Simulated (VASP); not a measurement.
The system is BaTe.

```
Ba Te
1.0
     0.00000    3.41000    3.41000
     3.41000    0.00000    3.41000
     3.41000    3.41000    0.00000
Ba Te
1 1
Cartesian
  0.0000 0.0000 0.0000
  3.4100 3.4100 3.4100
```

| Property | Result |
| --- | --- |
| Program | VASP 6.6.1 |
| Task | relaxation of cell and atoms |
| Functional | PBEsol |
| Potentials or basis | VASP PAW PBE potentials, release 64 (Ba_sv, Te) |
| Cutoff | 600 eV |
| k mesh | 8 × 8 × 8 |
| Occupations | gaussian, width 0.02 eV |
| Spin | no spin polarisation |

At the start: pressure 2.4 GPa; volume 39.65 Å³/atom.

Problem. How do energy, volume and symmetry change on relaxing?

Solution. Over 18 steps the energy falls by 18.5 meV/atom and the volume is 42.30 Å³/atom (+6.7 %); space group Fm-3m (No. 225, to 0.05 Å).

The path:
```tsv
step	energy change (eV)	largest force (eV/Å)	pressure (GPa)	volume (Å³)
1	0.0000	0.0000	2.37	79.30
2	-0.0340	0.0000	-0.58	86.23
3	-0.0370	0.0000	-0.16	84.59
4	-0.0368	0.0000	0.12	84.21
5	-0.0369	0.0000	0.09	84.37
6	-0.0369	0.0000	0.05	84.48
7	-0.0369	0.0000	0.06	84.48
8	-0.0369	0.0000	0.06	84.49
9	-0.0369	0.0000	0.04	84.49
10	-0.0369	0.0000	0.04	84.49
11	-0.0369	0.0000	0.04	84.49
12	-0.0369	0.0000	0.04	84.49
13	-0.0369	0.0000	0.04	84.50
14	-0.0369	0.0000	0.05	84.50
15	-0.0369	0.0000	0.05	84.51
16	-0.0369	0.0000	0.03	84.52
17	-0.0369	0.0000	0.02	84.55
18	-0.0369	0.0000	0.00	84.61
```

Final structure:
```xyz
2
Lattice="0.0000 3.4844 3.4844 3.4844 0.0000 3.4844 3.4844 3.4844 0.0000" Properties=species:S:1:pos:R:3 pbc="T T T"
Ba    0.0000    0.0000    0.0000
Te    3.4844    3.4844    3.4844
```

Caveat: the PAW data sets were made with another functional, which shifts forces and pressure a little.
